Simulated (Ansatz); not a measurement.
Crystal: BaTiO3.

```xyz
5
Lattice="3.7289 -0.4219 0.0224 -0.2845 3.2755 3.1101 0.3164 -2.7537 2.5899" Properties=species:S:1:pos:R:3 pbc="T T T"
Ba    0.0458    0.5154    5.6877
Ti    1.8813    0.0598    2.9237
O     3.7392   -0.1702    2.8371
O     2.0361   -1.3068    4.1468
O     1.7315    1.6712    4.3891
```

The cell isn't the ideal one: cell sheared at random, sigma 0.1, atoms nudged by 0.01 Å.

Base run:

| Item | Value |
| --- | --- |
| Program | Ansatz 0.2.0 |
| Functional | PBE |
| Potentials or basis | Ansatz PAW |
| Cutoff | 420 eV (not typed: the program's choice for these potentials) |
| k mesh | 7 × 6 × 7 |
| Occupations | fermi-dirac, width 0.05 eV |
| Spin | no spin polarisation |
| Hubbard terms | Ti d U = 2 eV |

Its results: band gap on the k mesh 0.82 eV, indirect (least direct gap 0.90 eV); pressure 18.0 GPa; largest force 0.681 eV/Å.

Q: After a change of settings the same cell gave: band gap on the k mesh 1.36 eV, indirect (least direct gap 1.43 eV); pressure 19.6 GPa; largest force 0.599 eV/Å. Which change was it?
A. hubbard terms from Ti d U = 2 eV to none; hubbard projectors from ortho-atomic (the default) to none
B. hubbard terms from Ti d U = 2 eV to Ti d U = 6 eV
C. hubbard terms from Ti d U = 2 eV to Ti d U = 1 eV

A: B.

Caveats: spin-orbit coupling is left out, which moves the levels of the heavy elements.
